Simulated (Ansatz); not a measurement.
# MnO (Fm-3m) in Ansatz: a series of runs

The runs below take MnO through single point, with PBE.

Program: Ansatz 0.2.0. These are calculated values, not measurements. Logs are shortened: lines on timing, memory, paths and dates and some standing lists are left out, and cuts for length are marked.

### Step 1. The crystal as given

It takes space group Fm-3m (No. 225, cubic). Conventional cell: a = 4.448 Å, b = 4.448 Å, c = 4.448 Å, α = 90.00°, β = 90.00°, γ = 90.00°. Mn (site symmetry m-3m) is surrounded by 6 O at 2.22 Å. Around O (site symmetry m-3m) lie 6 Mn at 2.22 Å.

The cell is a database's computed one.

### Step 2. Single point, PBE

Input file input.yaml:

```yaml
crystal:
  lattice:
    - [0.0, 2.2239077028, 2.2239077028]
    - [2.2239077028, 0.0, 2.2239077028]
    - [2.2239077028, 2.2239077028, 0.0]
  atoms:
    - { symbol: Mn, position: [0.0, 0.0, 0.0] }
    - { symbol: O, position: [0.5, 0.5, 0.5] }
hamiltonian:
  xc: pbe
  pseudopotentials: { kind: paw }
kpoints:
  mp_grid: { grid: [10, 10, 10] }
scf:
  occupations: { method: fermi_dirac, width: 0.05 }
output:
  forces: true
  stress: true
  eigenvalues: true
```

Potentials or basis: Ansatz PAW.

Launch:

```sh
$ ansatz run input.yaml --threads 2 --pin off --max-ram 5632MiB --backend cpu --events-out ev --progress --plain --runs-dir out
```

The log of the run:

```text
Warning: RAYON_NUM_THREADS=2 ignored (pool sized by the plan → 2); use --threads N
Engine: ansatz 0.2.0, aarch64-unknown-linux-gnu
Pseudopotentials: kind: paw
Pseudopotential: Mn, paw, valence charge 15, recommended cutoff 420 eV (normal), Mn.paw.azcp
Pseudopotential: O, paw, valence charge 6, recommended cutoff 420 eV (normal), O.paw.azcp
Functional definition: PBE
  parameter kappa = 0.804
  parameter beta = 0.06672455060314922
  exchange = pbe_x(kappa = kappa, mu = beta*pi^2/3)
  correlation = pbe_c(beta = beta)
Crystal: 2 atoms, lattice volume = 21.998 Å³
Basis set: ecut = 420 eV, 411 PW (Γ), exchange–correlation on 48×48×48 points (8 copies of the dense FFT grid, shifted against one another)
Bands: 15, of which v1, the nominal top of the filled ones, is band 11 counted from 1 (10 counted from 0)
Symmetry: 48 space group operations
Space group: Fm-3m (ITA 225), of the structure as read, at distance tolerance 2.8e-5 Å
k-points: 47 of 1000
Non-local potential: Mn, projectors of the file, l = 0: 3, l = 1: 2, l = 2: 3, l = 3: 1
Non-local potential: O, projectors of the file, l = 0: 2, l = 1: 2, l = 2: 1
PAW form: soft (Blöchl's): semilocal exchange-correlation on the pseudo side does not see the compensation charge
PAW one-centre angular grid: Mn, 590 points (default); XC on 64 Gauss nodes
PAW one-centre angular grid: O, 110 points (default); XC on 64 Gauss nodes
Initial density: superposition of atomic densities (neutral atoms: chi_scale 0, normalization atom), corrected by the library's trained network
Initial wavefunctions: pseudopotential atomic-orbital guess
Functional: x = pbe(κ = 0.804, μ = 0.2195149727645171), c = pbe(β = 0.06672455060314922)
SCF iter   1: F=—  HF=-4464.029003 eV  |F-HF|=—  |Δ(HF+E_count)|=         —  Δρ=5.81e-3  dr2=1.75e-3  ethr=1.77e-3  ⟨swp⟩=3.6  Hψ=2922  notcnv=0
preconditioner: auto → none  [metal: Δε(μ)=0.007 eV  Ē_g=9.481 eV  σ=0.050 eV  W_gap=0.04  n_scr=8 (ndim 8)  ℏωp=28.5 eV  f_vac=0.000  D(μ)=8.07/eV (n_scr^D=180)  sad-step TF]
SCF iter   2: F=—  HF=-4464.029224 eV  |F-HF|=—  |Δ(HF+E_count)|=   2.21e-4  Δρ=3.39e-3  dr2=7.20e-4  ethr=8.33e-6  ⟨swp⟩=1.1  Hψ=1087  notcnv=0
SCF iter   3: F=—  HF=-4464.029281 eV  |F-HF|=—  |Δ(HF+E_count)|=   5.71e-5  Δρ=2.36e-4  dr2=6.63e-6  ethr=3.43e-6  ⟨swp⟩=1.0  Hψ=705  notcnv=0
SCF iter   4: F=—  HF=-4464.029282 eV  |F-HF|=—  |Δ(HF+E_count)|=   1.13e-6  Δρ=9.16e-5  dr2=1.00e-6  ethr=3.16e-8  ⟨swp⟩=2.6  Hψ=1288  notcnv=0
iter 5 did not close the SCF: its close was put off for the readings that it lacked (scf_convergence_deferred on its scf_iter line)
SCF iter   5: F=-4464.029282 eV  HF=-4464.029282 eV  |F-HF|=1.37e-8  |Δ(HF+E_count)|=   1.62e-7  Δρ=1.58e-5  dr2=2.21e-8  ethr=4.77e-9  ⟨swp⟩=2.9  Hψ=1307  notcnv=0
SCF iter   6: F=-4464.029282 eV  HF=-4464.029282 eV  |F-HF|=4.92e-10  |Δ(HF+E_count)|=   1.85e-8  Δρ=3.70e-6  dr2=1.38e-9  ethr=1.05e-10  ⟨swp⟩=2.2  Hψ=2150  notcnv=0
SCF 1 converged in 6 iterations: F = -4464.029282 eV  dr2 = 1.38e-9
SCF converged after 6 iterations
Free energy (F): -4464.029282 eV
Harris-Foulkes:  -4464.029282 eV  (|F-HF|=4.92e-10)
Internal energy: -4463.963795 eV  (E = F + TS)
E sigma→0 (E₀):  -4463.996539 eV
Entropy (-TS):   -0.065487 eV (-32.743 meV/atom)
Fermi energy:    12.880130 eV
--- Per-component energies (eV) ---
  E_band       = -252.410073
  E_kinetic    = 474.180421
  E_local      = -2221.167804  (includes V_loc(G=0)·N_el)
  E_nonlocal   = 295.320819
  E_hartree    = 886.619181
  E_xc         = -183.680838
  E_vxc        = -234.628563  (∫ρ·V_xc dr)
  E_paw        = -1460.666010  (= ΣΔE_a)
  E_vpaw       = -339.357220  (= ΣTr[D̂ρ^β])
  E_aug_tail   = 0.002360  (compensation charges beyond the density's cutoff)
  E_ewald      = -2254.571925
  E_smearing   = -0.065487  (= −TS)
  E_closure    = -0.000000  (closes the sum)
  Σ components = -4464.029282   (vs F -4464.029282, Δ=0.00e0)
--- Forces (eV/Å), atoms counted from 1 ---
  atom   1  Mn    -0.00000000    -0.00000000     0.00000000
  atom   2  O      0.00000000    -0.00000000    -0.00000000
  max |Σ_I F_I| component: 1.86e-29 eV/Å
--- Stress (GPa, compression-positive) ---
      -33.948853      -0.000000      -0.000000
        0.000000     -33.948853       0.000000
       -0.000000       0.000000     -33.948853
  P = ⅓ Tr σ = -33.9489 GPa (-339.489 kbar)
--- Band table (eV; the first three rows and the last of 47) ---
  k-point 0: bands = ["-66.4394", "-35.1901", "-35.1901", "-35.1901", "-7.3032", "9.1230", "9.1230", "9.1230", "11.7406", "11.7406", "11.7406", "12.2992", "12.2992", "13.2205", "27.7157"]
  k-point 1: bands = ["-66.4388", "-35.1968", "-35.1910", "-35.1910", "-7.2248", "8.5092", "8.8732", "8.8732", "11.8428", "11.8428", "11.8457", "12.5831", "12.5831", "13.8176", "26.6950"]
  k-point 2: bands = ["-66.4370", "-35.2141", "-35.1931", "-35.1931", "-7.0127", "7.3383", "8.3616", "8.3616", "12.0561", "12.0832", "12.0832", "13.2260", "13.2260", "15.0518", "24.7626"]
  k-point 46: bands = ["-66.4303", "-35.2393", "-35.2280", "-35.2161", "-6.3597", "6.6204", "7.1383", "7.2610", "11.9368", "12.6276", "12.9759", "13.0687", "13.7372", "20.6565", "21.6299"]
```

Wall time 0.82 s (2 threads of Arm Neoverse V1, shared host); peak memory 0.28 GiB.

Results:

| Property | Result |
| --- | --- |
| Free energy | -4464.0293 eV |
| Pressure | -33.9 GPa |
| Band gap on the k mesh | none (metal or under the smearing width) |

Caveat: a pressure of tens of GPa on the cell as given is suspect, and the run, the potentials or the cell itself is likely at fault; the pressure holds a Pulay correction of +0.6 GPa for the finite cutoff; an odd number of electrons without spin polarisation forces a metal; a magnetic or distorted state may lie lower; the run has no spin polarisation, though such a crystal can be magnetic; semilocal functionals often make such compounds metallic where correlation or magnetic order opens a gap, which also shifts bond lengths.

### Step 3. Single point, PBE, collinear spin, ferromagnetic start

input.yaml: that of step 2 with these lines changed.

```diff
@@ -6,3 +6,3 @@
   atoms:
-    - { symbol: Mn, position: [0.0, 0.0, 0.0] }
+    - { symbol: Mn, position: [0.0, 0.0, 0.0], spin: 4.0 }
     - { symbol: O, position: [0.5, 0.5, 0.5] }
@@ -11,2 +11,4 @@
   pseudopotentials: { kind: paw }
+magnetization:
+  spin_polarized: true
 kpoints:
@@ -19 +21,5 @@
   eigenvalues: true
+  write_density: true
+  write_potential: true
+  elf: true
+  volumetric_format: npy
```

Potentials or basis: Ansatz PAW.

Launch:

```sh
$ ansatz run input.yaml --threads 2 --pin off --max-ram 5632MiB --backend cpu --events-out ev --progress --plain --runs-dir out
```

The log of the run:

```text
Warning: RAYON_NUM_THREADS=2 ignored (pool sized by the plan → 2); use --threads N
Engine: ansatz 0.2.0, aarch64-unknown-linux-gnu
Pseudopotentials: kind: paw
Pseudopotential: Mn, paw, valence charge 15, recommended cutoff 420 eV (normal), Mn.paw.azcp
Pseudopotential: O, paw, valence charge 6, recommended cutoff 420 eV (normal), O.paw.azcp
Functional definition: PBE
  parameter kappa = 0.804
  parameter beta = 0.06672455060314922
  exchange = pbe_x(kappa = kappa, mu = beta*pi^2/3)
  correlation = pbe_c(beta = beta)
Crystal: 2 atoms, lattice volume = 21.998 Å³
Basis set: ecut = 420 eV, 411 PW (Γ), exchange–correlation on 48×48×48 points (8 copies of the dense FFT grid, shifted against one another)
Bands: 17, of which v1, the nominal top of the filled ones, is band 11 counted from 1 (10 counted from 0)
Symmetry: 48 space group operations
Space group: Fm-3m (ITA 225), of the structure as read, at distance tolerance 2.8e-5 Å
Magnetic group: BNS 225.116 (UNI 1618), of the structure as read, at distance tolerance 2.8e-5 Å
k-points: 47 of 1000
Non-local potential: Mn, projectors of the file, l = 0: 3, l = 1: 2, l = 2: 3, l = 3: 1
Non-local potential: O, projectors of the file, l = 0: 2, l = 1: 2, l = 2: 1
PAW form: soft (Blöchl's): semilocal exchange-correlation on the pseudo side does not see the compensation charge
PAW one-centre angular grid: Mn, 590 points (default); XC on 64 Gauss nodes
PAW one-centre angular grid: O, 110 points (default); XC on 64 Gauss nodes
Initial density: superposition of atomic densities (chi_scale 0.1, normalization cell, long waves kept (reshape's long-wave potential 0.00 eV rms))
Starting moments: Σ|m| = 4 μB on 1 of 2 sites
Initial wavefunctions: pseudopotential atomic-orbital guess
[... 10 lines left out ...]
SCF iter   7: F=—  HF=-4466.173567 eV  |F-HF|=—  |Δ(HF+E_count)|=   6.77e-3  Δρ=1.80e-3 (↑1.08e-3 ↓1.80e-3)  dr2=1.34e-3  dr2_m=8.65e-5  M=4.787 μB ∫|m|=4.787 μB  β_m=0.80  ethr=3.13e-6  ⟨swp⟩=2.0  Hψ=3016  notcnv=0  defer=88
SCF iter   8: F=—  HF=-4466.174739 eV  |F-HF|=—  |Δ(HF+E_count)|=   1.17e-3  Δρ=1.22e-3 (↑1.22e-3 ↓5.20e-4)  dr2=2.62e-4  dr2_m=9.05e-5  M=4.793 μB ∫|m|=4.793 μB  β_m=0.67  ethr=3.13e-6  ⟨swp⟩=2.0  Hψ=2990  notcnv=0  defer=91
SCF iter   9: F=—  HF=-4466.174691 eV  |F-HF|=—  |Δ(HF+E_count)|=   4.79e-5  Δρ=1.61e-4 (↑1.61e-4 ↓6.84e-5)  dr2=2.03e-6  dr2_m=2.43e-6  M=4.792 μB ∫|m|=4.792 μB  β_m=0.83  ethr=1.25e-6  ⟨swp⟩=2.2  Hψ=2340  notcnv=0  defer=91
SCF iter  10: F=—  HF=-4466.174700 eV  |F-HF|=—  |Δ(HF+E_count)|=   8.99e-6  Δρ=4.13e-5 (↑3.09e-5 ↓4.13e-5)  dr2=4.70e-7  dr2_m=1.49e-7  M=4.792 μB ∫|m|=4.792 μB  β_m=0.76  ethr=9.65e-9  ⟨swp⟩=2.1  Hψ=2163  notcnv=0  defer=91
SCF iter  11: F=—  HF=-4466.174700 eV  |F-HF|=—  |Δ(HF+E_count)|=   2.68e-7  Δρ=5.30e-6 (↑5.30e-6 ↓5.30e-6)  dr2=5.95e-9  dr2_m=3.99e-9  M=4.792 μB ∫|m|=4.792 μB  β_m=0.88  ethr=2.24e-9  ⟨swp⟩=2.0  Hψ=2199  notcnv=0  defer=91
SCF iter  12: F=-4466.174700 eV  HF=-4466.174700 eV  |F-HF|=1.36e-11  |Δ(HF+E_count)|=   2.50e-9  Δρ=6.03e-7 (↑6.03e-7 ↓3.96e-7)  dr2=2.38e-11  dr2_m=4.62e-11  M=4.792 μB ∫|m|=4.792 μB  ethr=2.83e-11  ⟨swp⟩=6.4  Hψ=8237  notcnv=0
SCF 1 converged in 12 iterations: F = -4466.174700 eV  dr2 = 2.38e-11
SCF converged after 12 iterations
Magnetization: 4.7922 μB (12.8961 up, 8.1039 down)
Absolute magnetization: 4.7922 μB (∫|ρ↑−ρ↓|, with the PAW one-centre terms)
Spin contamination: 0.0104 ħ² per cell (⟨S²⟩ above its minimum at these occupations)
Per-site moments (μB) at R_I (Å): [(4.062732929688393, 0.9173619274050001), (0.23577271913404077, 0.9173619274050001)]
Free energy (F): -4466.174700 eV
Harris-Foulkes:  -4466.174700 eV  (|F-HF|=1.36e-11)
Internal energy: -4466.167522 eV  (E = F + TS)
E sigma→0 (E₀):  -4466.171111 eV
Entropy (-TS):   -0.007178 eV (-3.589 meV/atom)
Fermi energy:    13.384571 eV
--- Per-component energies (eV) ---
  E_band       = -247.822554
  E_kinetic    = 474.011217
  E_local      = -2233.117888  (includes V_loc(G=0)·N_el)
  E_nonlocal   = 302.710656
  E_hartree    = 895.345509
  E_xc         = -184.515271
  E_vxc        = -235.711315  (∫ρ·V_xc dr)
  E_paw        = -1466.032213  (= ΣΔE_a)
  E_vpaw       = -346.408915  (= ΣTr[D̂ρ^β])
  E_aug_tail   = 0.002392  (compensation charges beyond the density's cutoff)
  E_ewald      = -2254.571925
  E_smearing   = -0.007178  (= −TS)
  E_closure    = -0.000000  (closes the sum)
  Σ components = -4466.174700   (vs F -4466.174700, Δ=0.00e0)
--- Forces (eV/Å), atoms counted from 1 ---
  atom   1  Mn    -0.00000000     0.00000000     0.00000000
  atom   2  O      0.00000000    -0.00000000    -0.00000000
  max |Σ_I F_I| component: 1.31e-29 eV/Å
--- Stress (GPa, compression-positive) ---
        0.054132       0.000000       0.000000
        0.000000       0.054132       0.000000
        0.000000      -0.000000       0.054132
  P = ⅓ Tr σ = 0.0541 GPa (0.541 kbar)
--- Band table (eV; the first three rows and the last of 94) ---
  k-point 0 ↑: bands = ["-68.2189", "-36.9588", "-36.9588", "-36.9588", "-6.8932", "9.6230", "9.6230", "9.6230", "10.1729", "10.1729", "10.1729", "10.7025", "10.7025", "12.8283", "27.3082", "29.5917", "29.5917"]
  k-point 1 ↑: bands = ["-68.2182", "-36.9649", "-36.9596", "-36.9596", "-6.8085", "8.7517", "9.0849", "9.0849", "10.2897", "10.2897", "10.4277", "11.2468", "11.2468", "13.5261", "26.1885", "29.2331", "29.2331"]
  k-point 2 ↑: bands = ["-68.2166", "-36.9809", "-36.9616", "-36.9616", "-6.5786", "7.4231", "8.3576", "8.3576", "10.4993", "10.4993", "10.6845", "12.0992", "12.0992", "14.8378", "24.2030", "28.0256", "28.0256"]
  k-point 46 ↓: bands = ["-63.4286", "-32.3239", "-32.3108", "-32.2971", "-5.4465", "7.4191", "7.9864", "8.2242", "14.1617", "15.1106", "15.5411", "15.8186", "16.2530", "21.9359", "22.6371", "23.5030", "26.1783"]
```

rho_z.tsv:

```text
# z_ang	rho[e/angstrom^3]	rho_spin[e/angstrom^3]
# format = ansatz-planar-average/11
# lattice	0.000000000	2.223907703	2.223907703
# lattice	2.223907703	0.000000000	2.223907703
# lattice	2.223907703	2.223907703	0.000000000
# sites	2
# site	25	0.000000000	0.000000000	0.000000000
# site	8	2.223907703	2.223907703	2.223907703
0.000000	2.013105e0	6.300363e-1
0.131045	1.900191e0	5.923346e-1
0.262090	1.603544e0	4.943202e-1
0.393135	1.225930e0	3.711390e-1
0.524180	8.772783e-1	2.568413e-1
0.655225	6.286574e-1	1.696282e-1
[... 16 lines left out ...]
2.882990	1.603544e0	4.943202e-1
3.014035	1.900191e0	5.923346e-1
```

v_z.tsv:

```text
# z_ang	v_es[eV]	v_tot_up[eV]	v_tot_dn[eV]
# format = ansatz-planar-average/11
# xc	pbe
# density_cutoff_ev	1680
# datasets	Mn=:simpson_from_first_knot:soft	O=:simpson_from_first_knot:soft
# lattice	0.000000000	2.223907703	2.223907703
# lattice	2.223907703	0.000000000	2.223907703
# lattice	2.223907703	2.223907703	0.000000000
# sites	2
# site	25	0.000000000	0.000000000	0.000000000
# site	8	2.223907703	2.223907703	2.223907703
0.000000	6.083681e-1	-1.204127e1	-1.045464e1
0.131045	8.561362e-1	-1.174430e1	-1.016313e1
0.262090	1.587267e0	-1.086354e1	-9.311018e0
0.393135	2.770365e0	-9.451158e0	-7.959543e0
0.524180	4.334600e0	-7.636674e0	-6.233738e0
0.655225	6.116054e0	-5.643743e0	-4.358784e0
[... 16 lines left out ...]
2.882990	1.587267e0	-1.086354e1	-9.311018e0
3.014035	8.561362e-1	-1.174430e1	-1.016313e1
```

Run time: 2.9 s. Hardware: 2 threads of Arm Neoverse V1, shared host; peak memory 0.3 GiB.

What came out:

| Quantity | Value |
| --- | --- |
| Free energy | -4466.1747 eV |
| Pressure | 0.1 GPa |
| Band gap on the k mesh | none (metal or under the smearing width) |
| Net moment | 4.79 μB per cell |
| Absolute moment | 4.79 μB per cell |
| Site moments | Mn +4.06; O +0.24 μB |

Caveat: the pressure holds a Pulay correction of +0.6 GPa for the finite cutoff; a cell with one magnetic atom can't hold antiferromagnetic order, which such compounds often take; semilocal functionals often make such compounds metallic where correlation or magnetic order opens a gap, which also shifts bond lengths. With open d or f shells a metallic result of PBE can be an artefact of self-interaction; +U or a hybrid may open a gap.
